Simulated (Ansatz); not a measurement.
**CaSe in Ansatz: the effect of functional**

Crystal: CaSe.

```
CELL_PARAMETERS angstrom
0.00000 3.01398 3.01398
3.01398 0.00000 3.01398
3.01398 3.01398 0.00000
ATOMIC_POSITIONS crystal
Se 0.50000 0.50000 0.50000
Ca 0.00000 0.00000 0.00000
```

The cell isn't the ideal one: volume scaled by 1.06.

Alike in all runs:

| Property | Result |
| --- | --- |
| Program | Ansatz 0.2.0 |
| Task | single point |
| Potentials or basis | Ansatz PAW |
| k mesh | 8 × 8 × 8 |
| Occupations | fermi-dirac, width 0.05 eV |
| Spin | no spin polarisation |

```csv
functional,cutoff,gap on the mesh (eV),pressure (GPa)
LDA,420 eV (not typed: the program's choice for these potentials),?,?
PBEsol,420 eV (not typed: the program's choice for these potentials),2.07,-3.5
r2SCAN,500 eV (not typed: the program's choice for these potentials),2.62,-2.2
```

**Question.** What does the run with functional LDA give?

**Answer.** gap on the mesh 2.00 eV; pressure -5.4 GPa.

Caveats: the PAW data sets come from PBE, with cores solved anew for the run's functional, which leaves a small shift of forces and pressure.

A k mesh can miss the band edges.
